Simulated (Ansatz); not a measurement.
Base system: SiC in the wurtzite structure (space group P6_3mc, No. 186; a = 3.0759 Å, c = 5.0477 Å).

The change: every Si is replaced by Pb, then cell and atoms are relaxed.

Levels (all Ansatz, an electronic-structure program, PAW): PBEsol (420 eV, no SOC); r2SCAN (500 eV, no spin-orbit coupling).

The geometry is relaxed with PBEsol.

```
Item              Result
---------------  -------
PBEsol pressure  0.0 GPa
```

Task: How does going to r2SCAN change the pressure?

Result: The pressure goes from zero to 1.6 GPa.

Single points use the geometry relaxed with PBEsol. Their cutoffs differ, which shifts pressures a little. Whether these cells are dynamically stable was not tested. As relaxed here, PbC is a hypothetical phase, not in the database extracts checked. The final runs are not spin-polarised.
